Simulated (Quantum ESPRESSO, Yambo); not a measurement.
# MgO (Periclase): G0W0 in Yambo against the bands, part 2 of 2

How does the gap of MgO (Periclase) converge in the bands?

Yambo 5.3.0; PBE and many-body steps on it, plane waves. Known limits of the many-body steps: not at the basis limit; coarse k mesh.

So far. Step 4 (63 bands): Against the run before, the gap moves by +0.055 eV.

The database entry behind the starting cell differs from later determinations by our own check (about 0.1 % long), so it need not match the best structure at ambient conditions.

### 5. 110 bands

Level of this step: G0W0 on PBE, plane waves, norm-conserving pseudopotentials (Yambo).

File gw4.in:

```
HF_and_locXC
gw0
dyson
ppa
em1d
rim_cut
RandQpts= 1000000
RandGvec= 1 RL
EXXRLvcs= 76 Ry
VXCRLvcs= 304 Ry
Chimod= "HARTREE"
% BndsRnXp
 1 | 110 |
%
NGsBlkXp= 15.5 Ry
% LongDrXp
 1 | 1 | 1 |
%
% GbndRnge
 1 | 110 |
%
DysSolver= "n"
ExtendOut
PPAPntXp= 27.21138 eV
% QPkrange
 1 | 1 | 7 | 10 |
%
```

Command:

```sh
> OMP_NUM_THREADS=1 mpirun -n 4 yambo -F gw4.in -J gw4 -C gw4 > gw4.log
```

Log:

```text
 Yambo, version 5.3.0

 [02] CORE Variables Setup
 =========================

  [... cell, symmetries and grids as in the set-up ...]

  [02.05] Energies & Occupations
  ==============================

  [X] === General ===
  [X] Electronic Temperature                        :  0.000000  0.000000 [eV K]
  [X] Bosonic    Temperature                        :  0.000000  0.000000 [eV K]
  [X] Finite Temperature mode                       : no
  [X] El. density                                   :  0.85343E+24 [cm-3]
[...]
Sx RL components                                 :  1459

   QP @ state[ 1 ] K range                          :  1  1
   QP @ state[ 1 ] b range                          :   7  10
   GF energies kind                                 : Perdew, Burke & Ernzerhof(X)+Perdew, Burke & Ernzerhof(C)
   GF WF`s kind                                     : Perdew, Burke & Ernzerhof(X)+Perdew, Burke & Ernzerhof(C)
   Xs energies kind                                 : Perdew, Burke & Ernzerhof(X)+Perdew, Burke & Ernzerhof(C)
   Xs WF`s kind                                     : Perdew, Burke & Ernzerhof(X)+Perdew, Burke & Ernzerhof(C)

 [11] Game Over & Game summary
```

Run time: 24 s. Hardware: 4 MPI ranks of Arm Neoverse V1, shared host; peak memory 1.2 GiB.

This step gave:

| Property | Result |
| --- | --- |
| G0W0 gap on the points computed | 6.993 eV |
| starting gap on the mesh | 4.733 eV |
| k of the valence top | 0, 0, 0 |
| k of the conduction bottom | 0, 0, 0 |
| least direct G0W0 gap on the computed points | 6.993 eV |

Against the run before, the gap moves by +0.070 eV.

### 6. 166 bands

File gw5.in:

```
HF_and_locXC
gw0
dyson
ppa
em1d
rim_cut
RandQpts= 1000000
RandGvec= 1 RL
EXXRLvcs= 76 Ry
VXCRLvcs= 304 Ry
Chimod= "HARTREE"
% BndsRnXp
 1 | 166 |
%
NGsBlkXp= 15.5 Ry
% LongDrXp
 1 | 1 | 1 |
%
% GbndRnge
 1 | 166 |
%
DysSolver= "n"
ExtendOut
PPAPntXp= 27.21138 eV
% QPkrange
 1 | 1 | 7 | 10 |
%
```

Command:

```sh
> OMP_NUM_THREADS=1 mpirun -n 4 yambo -F gw5.in -J gw5 -C gw5 > gw5.log
```

Log:

```text
 Yambo, version 5.3.0

 [02] CORE Variables Setup
 =========================

  [... cell, symmetries and grids as in the set-up ...]

  [02.05] Energies & Occupations
  ==============================

  [X] === General ===
  [X] Electronic Temperature                        :  0.000000  0.000000 [eV K]
  [X] Bosonic    Temperature                        :  0.000000  0.000000 [eV K]
  [X] Finite Temperature mode                       : no
  [X] El. density                                   :  0.85343E+24 [cm-3]
[...]
Sx RL components                                 :  1459

   QP @ state[ 1 ] K range                          :  1  1
   QP @ state[ 1 ] b range                          :   7  10
   GF energies kind                                 : Perdew, Burke & Ernzerhof(X)+Perdew, Burke & Ernzerhof(C)
   GF WF`s kind                                     : Perdew, Burke & Ernzerhof(X)+Perdew, Burke & Ernzerhof(C)
   Xs energies kind                                 : Perdew, Burke & Ernzerhof(X)+Perdew, Burke & Ernzerhof(C)
   Xs WF`s kind                                     : Perdew, Burke & Ernzerhof(X)+Perdew, Burke & Ernzerhof(C)

 [11] Game Over & Game summary
```

Wall time 35 s (4 MPI ranks); peak memory 1.3 GiB.

Numbers from this step:

```
G0W0 gap on the points computed              : 7.029 eV
starting gap on the mesh                     : 4.733 eV
k of the valence top                         : 0, 0, 0
k of the conduction bottom                   : 0, 0, 0
least direct G0W0 gap on the computed points : 7.029 eV
```

Against the run before, the gap moves by +0.035 eV.

### 7. 229 bands

File gw6.in:

```
HF_and_locXC
gw0
dyson
ppa
em1d
rim_cut
RandQpts= 1000000
RandGvec= 1 RL
EXXRLvcs= 76 Ry
VXCRLvcs= 304 Ry
Chimod= "HARTREE"
% BndsRnXp
 1 | 229 |
%
NGsBlkXp= 15.5 Ry
% LongDrXp
 1 | 1 | 1 |
%
% GbndRnge
 1 | 229 |
%
DysSolver= "n"
ExtendOut
PPAPntXp= 27.21138 eV
% QPkrange
 1 | 1 | 7 | 10 |
%
```

Command:

```sh
> OMP_NUM_THREADS=1 mpirun -n 4 yambo -F gw6.in -J gw6 -C gw6 > gw6.log
```

Log:

```text
 Yambo, version 5.3.0

 [02] CORE Variables Setup
 =========================

  [... cell, symmetries and grids as in the set-up ...]

  [02.05] Energies & Occupations
  ==============================

  [X] === General ===
  [X] Electronic Temperature                        :  0.000000  0.000000 [eV K]
  [X] Bosonic    Temperature                        :  0.000000  0.000000 [eV K]
  [X] Finite Temperature mode                       : no
  [X] El. density                                   :  0.85343E+24 [cm-3]
[...]
Sx RL components                                 :  1459

   QP @ state[ 1 ] K range                          :  1  1
   QP @ state[ 1 ] b range                          :   7  10
   GF energies kind                                 : Perdew, Burke & Ernzerhof(X)+Perdew, Burke & Ernzerhof(C)
   GF WF`s kind                                     : Perdew, Burke & Ernzerhof(X)+Perdew, Burke & Ernzerhof(C)
   Xs energies kind                                 : Perdew, Burke & Ernzerhof(X)+Perdew, Burke & Ernzerhof(C)
   Xs WF`s kind                                     : Perdew, Burke & Ernzerhof(X)+Perdew, Burke & Ernzerhof(C)

 [11] Game Over & Game summary
```

Wall time 49 s (4 MPI ranks); peak memory 1.4 GiB; 3.2 min of CPU time.

This step gave:

```yaml
g0w0_gap_on_the_points_computed: 7.047 eV
starting_gap_on_the_mesh: 4.733 eV
k_of_the_valence_top: 0, 0, 0
k_of_the_conduction_bottom: 0, 0, 0
least_direct_g0w0_gap_on_the_computed_points: 7.047 eV
```

Against the run before, the gap moves by +0.018 eV.

### 8. The runs together

Times are wall times on 4 MPI ranks of Arm Neoverse V1, shared host, good to a factor of about two.

```
      run   mesh  bands  screening cutoff (eV)  DFT gap (eV)  gap on the mesh (eV)  direct (eV)   time
 20 bands  4×4×4     20                  210.9         4.733                 6.922        6.922  6.2 s
 35 bands  4×4×4     35                  210.9         4.733                 6.868        6.868  9.4 s
 63 bands  4×4×4     63                  210.9         4.733                 6.923        6.923   15 s
110 bands  4×4×4    110                  210.9         4.733                 6.993        6.993   24 s
166 bands  4×4×4    166                  210.9         4.733                 7.029        7.029   35 s
229 bands  4×4×4    229                  210.9         4.733                 7.047        7.047   49 s
```

### 9. What came out

```json
{
  "20 bands": "6.922 eV",
  "35 bands": "6.868 eV",
  "63 bands": "6.923 eV",
  "110 bands": "6.993 eV",
  "166 bands": "7.029 eV",
  "229 bands": "7.047 eV",
  "known limits": "not at the basis limit; coarse k mesh"
}
```

The setting moved: bands. From 20 bands to 229 bands the gap moves by +0.13 eV, for 7.9 times the time, not steadily: it passes through 6.87 eV. The last step still moves it by +0.018 eV. Bands and screening cutoff are coupled, so a series along one setting does not show full convergence. Bands and cutoff are finite, so the gap is not at the basis limit. The miss can reach some tenths of an eV and take either sign; the mesh is an error of its own. In the G0W0 runs levels were corrected at 1 k point alone, so a gap called «on the mesh» is the least over those, and an edge elsewhere would be missed. The 4×4×4 mesh is coarse for this cell, which bears on the long-range parts of exchange and screening.

[Paths, hosts, dates, memory and timing lines, banners, echoed tables and standing remarks are left out of the program output.]

[Logs are printed without paths, hosts, clocks, repeated set-up lines and the standing remarks that a program may print on its own settings, such as how far it seeks lower states.]

[Runs of the session that timed out or met a known fault of the program may be left out.]

[Hosts, paths, dates, database ids (printed as entryN), source tags and the programs' standing remarks are cut or masked in the printed files.]
